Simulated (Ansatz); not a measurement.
The system is NiO.

```
Ni O
1.0
     0.00000    2.08590    2.08590
     2.08590    0.00000    2.08590
     2.08590    2.08590    0.00000
Ni O
1 1
Direct
  0.00000 0.00000 0.00000
  0.50000 0.50000 0.50000
```

| Item | Value |
| --- | --- |
| Program | Ansatz 0.2.0 |
| Task | relaxation of cell and atoms |
| Functional | revPBE |
| Potentials or basis | Ansatz PAW |
| Cutoff | 420 eV (not typed: the program's choice for these potentials) |
| k mesh | 11 × 11 × 11 |
| Occupations | fermi-dirac, width 0.05 eV |
| Spin | collinear spin, ferromagnetic start |
| Starting moments | [1.0, 0.0] μB |

At the start: volume 9.08 Å³/atom.

Q: Where does the relaxation end?

A: It ends after 7 steps and the volume is 9.66 Å³/atom (+6.4 %); space group Fm-3m (No. 225, to 0.05 Å); moment 1.91 μB per cell.

Step by step:
| step | energy change (eV) | largest force (eV/Å) | volume (Å³) |
| --- | --- | --- | --- |
| 1 | 0.0000 | 0.0000 | 18.15 |
| 2 | -0.0239 | 0.0000 | 18.64 |
| 3 | -0.0326 | 0.0000 | 19.22 |
| 4 | -0.0324 | 0.0000 | 19.26 |
| 5 | -0.0385 | 0.0000 | 19.26 |
| 6 | -0.0384 | 0.0000 | 19.31 |
| 7 | -0.0386 | 0.0000 | 19.31 |

Final structure:
```xyz
2
Lattice="0.0000 2.1294 2.1294 2.1294 0.0000 2.1294 2.1294 2.1294 0.0000" Properties=species:S:1:pos:R:3 pbc="T T T"
Ni    0.0000    0.0000    0.0000
O     2.1294    2.1294    2.1294
```

Caveat: the plane-wave basis is chosen anew once the cell has moved, so the energies of steps on either side of that aren't comparable; the pressure holds a Pulay correction of +0.7 GPa for the finite cutoff; a cell with one magnetic atom can't hold antiferromagnetic order, which such compounds often take; the PAW data sets come from PBE, with cores solved anew for the run's functional, which leaves a small shift of forces and pressure.
